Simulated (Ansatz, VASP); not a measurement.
## Ca: VASP beside Ansatz

```
Ca
1.0
     3.92621    0.00000    0.00000
    -1.96310    3.40020    0.00000
     0.00000    0.00000    6.43188
Ca
2
Cartesian
  0.0000 2.2668 1.6080
  1.9631 1.1334 4.8239
```

Change from the starting cell: volume scaled by 0.96, PAW files.

Alike in both runs: task electric field gradients; functional PBE; k mesh 11 × 11 × 6; occupations fermi-dirac, width 0.08 eV; no spin polarisation.

```csv
,VASP,Ansatz
version,VASP 6.6.1,Ansatz 0.2.0
potentials or method,"VASP PAW PBE potentials, release 64 (Ca_sv)","PAW with Ansatz's default frozen-core files, scalar-relativistic"
plane-wave cutoff (eV),520,420
valence electrons in the cell,20,20
```

```csv
,VASP,Ansatz,Ansatz less VASP
pressure (GPa),-0.2,-0.2,-0.01
largest component of the traceless stress (GPa),0.08,0.08,-0.002
Vzz of the field gradient on the site that differs most (V/Å²),-3.5,-3.4,+0.09
```

The functional is the same, so the differences come from potentials, cutoffs and numerics.
